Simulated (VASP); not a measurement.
The system is As.

```
CELL_PARAMETERS angstrom
1.88080 1.08588 3.51406
-1.88080 1.08588 3.51406
0.00000 -2.17176 3.51406
ATOMIC_POSITIONS crystal
As 0.22600 0.22600 0.22600
As 0.77400 0.77400 0.77400
```

```yaml
Program: VASP 6.6.1
Task: relaxation of cell and atoms
Functional: r2SCAN
Potentials_or_basis: VASP PAW PBE potentials, release 64 (As)
Cutoff: 600 eV
k_mesh: 8 × 8 × 8
Occupations: fermi-dirac, width 0.05 eV
Spin: no spin polarisation
```

At the start: pressure 2.0 GPa; volume 21.53 Å³/atom.

**Question.** Where does the relaxation end?

**Answer.** Over 9 steps the energy falls by 5.9 meV/atom and the volume is 22.73 Å³/atom (+5.6 %); space group R-3m (No. 166, to 0.05 Å).

The path:
```csv
step,energy change (eV),largest force (eV/Å),pressure (GPa),volume (Å³)
1,0.0000,0.1841,1.95,43.06
2,-0.0027,0.2445,-1.28,44.72
3,-0.0065,0.0637,0.05,43.99
4,-0.0075,0.0555,0.06,44.11
5,-0.0097,0.0296,0.05,44.47
6,-0.0116,0.0296,0.11,45.17
7,-0.0116,0.0457,0.14,45.34
8,-0.0105,0.1386,-0.66,45.85
9,-0.0117,0.0057,-0.04,45.45
```

Final structure:
```yaml
crystal:
  lattice:
    - [1.87795, 1.08423, 3.72042]
    - [-1.87795, 1.08423, 3.72042]
    - [0.00000, -2.16847, 3.72042]
  atoms:
    - { symbol: As, position: [0.22403, 0.22403, 0.22403] }
    - { symbol: As, position: [0.77597, 0.77597, 0.77597] }
```

Caveat: the PAW data sets were made with another functional, which shifts forces and pressure a little.
